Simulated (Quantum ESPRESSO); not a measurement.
Ge, 2 atoms in the cell. The typed cell holds 2 atoms: a = 4.001 Å, b = 4.001 Å, c = 4.001 Å, α = 60.00°, β = 60.00°, γ = 60.00°.  The cell isn't the ideal one: atoms moved at random, drawn with an rms of 0.05 Å.

| Item | Value |
| --- | --- |
| Program | Quantum ESPRESSO 7.5 |
| Task | single point |
| Functional | PBE |
| Potentials or basis | SSSP 1.3 efficiency PBE |
| Cutoff | 748 eV |
| Density cutoff | 5987 eV |
| k mesh | 8 × 8 × 8 |
| Occupations | fermi-dirac, width 0.05 eV |
| Spin | no spin polarisation |
| Mixing beta | 0.5 |
| Most SCF iterations | 120 |
| SCF threshold | 4e-10 Ry |

Potentials or basis: SSSP 1.3 efficiency PBE.

Launch:

```bash
$ OMP_NUM_THREADS=1 pw.x -in pw.in > pw.out
```

Hardware: 1 thread of Intel(R) Xeon(R) 6975P-C (Granite Rapids) (shared host).

Estimate the wall time of this run.

It took 83 s on 1 thread of Intel(R) Xeon(R) 6975P-C (Granite Rapids) (shared host), peak memory 0.39 GiB. Counts: scf iterations 7, bands 21, k points 260, g dense 47591.
